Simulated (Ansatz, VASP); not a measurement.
# NaCl: VASP beside Ansatz

The input INCAR:

```
SYSTEM = NaCl
ALGO     = Normal         ! electronic algorithm
EDIFF    = 1E-6           ! SCF threshold, eV
ENCUT    = 520            ! plane-wave cutoff, eV
GGA      = PE             ! functional
ISIF     = 2              ! what is computed and relaxed
ISMEAR   = 0              ! smearing method
LASPH    = .True.         ! aspherical terms in the spheres
LCHARG   = .False.        ! write CHGCAR
LREAL    = .False.        ! projectors in reciprocal space
LWAVE    = .False.        ! write WAVECAR
NBANDS   = 14             ! bands
NELM     = 60             ! most SCF steps
PREC     = Accurate       ! precision mode
SIGMA    = 0.1            ! smearing width, eV
```

The input KPOINTS:

```
k-points
0
Gamma
  6 6 6
  0 0 0
```

Contents of POSCAR:

```
NaCl
1.0
    0.0000000000      2.8100000000      2.8100000000
    2.8100000000      0.0000000000      2.8100000000
    2.8100000000      2.8100000000      0.0000000000
Na Cl
1 1
Direct
    0.0000000000      0.0000000000      0.0000000000
    0.5000000000      0.5000000000      0.5000000000
```

Input for Ansatz:

```yaml
crystal:
  lattice:
    - [0.0, 2.81, 2.81]
    - [2.81, 0.0, 2.81]
    - [2.81, 2.81, 0.0]
  atoms:
    - { symbol: Na, position: [0.0, 0.0, 0.0] }
    - { symbol: Cl, position: [0.5, 0.5, 0.5] }
basis:
  ecutwfc: 420
kpoints:
  mp_grid: { grid: [6, 6, 6] }
hamiltonian:
  xc: pbe
scf:
  occupations: { method: gaussian, width: 0.1 }
output:
  forces: true
  stress: true
  eigenvalues: true
```

Alike in both runs: task single point; functional PBE; k mesh 6 × 6 × 6; occupations gaussian, width 0.1 eV; no spin polarisation.

```csv
,VASP,Ansatz
version,VASP 6.6.1,Ansatz 0.2.0
potentials or method,"VASP PAW PBE potentials, release 64 (Na_pv, Cl)","scalar-relativistic, plane waves, PAW"
plane-wave cutoff (eV),520,420
valence electrons in the cell,14,16
```

```csv
,VASP,Ansatz,Ansatz less VASP
gap on the k mesh at the Fermi level (eV),5.15,5.15,0.000
least direct gap on the mesh (eV),5.15,5.15,0.000
pressure (GPa),1.0,1.0,+0.03
```

The functional is the same, so the differences come from potentials, cutoffs and numerics. The two sets of potentials don't hold the same shells in valence.

Expect the measured gap to be larger: semilocal functionals such as PBE lack the derivative discontinuity.
